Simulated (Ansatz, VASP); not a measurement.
## Ag in VASP and in Ansatz

```xyz
2
Lattice="2.9307 0.0000 0.0000 -1.4653 2.5380 0.0000 0.0000 0.0000 4.8093" Properties=species:S:1:pos:R:3 pbc="T T T"
Ag    0.0000    1.6920    1.2023
Ag    1.4653    0.8460    3.6070
```

Alike in both runs: functional PBE; k mesh 18 × 18 × 10; occupations fermi-dirac, width 0.15 eV; no spin polarisation.

Ansatz relaxed the structure, and its values are those at the end. VASP's run is a single point on that final structure, the one shown.

|  | VASP | Ansatz |
| --- | --- | --- |
| version | VASP 6.6.1 | Ansatz 0.2.0 |
| potentials or method | VASP PAW PBE potentials, release 64 (Ag) | scalar-relativistic, plane waves, PAW |
| plane-wave cutoff (eV) | 520 | 420 |
| valence electrons in the cell | 22 | 38 |

```tsv
	VASP	Ansatz	Ansatz less VASP
gap on the k mesh at the Fermi level (eV)	none	none	-
pressure (GPa)	0.0	0.0	+0.03
```

A gap of «none» marks a metal or a gap that the smearing closes. The two sets of potentials don't hold the same shells in valence.
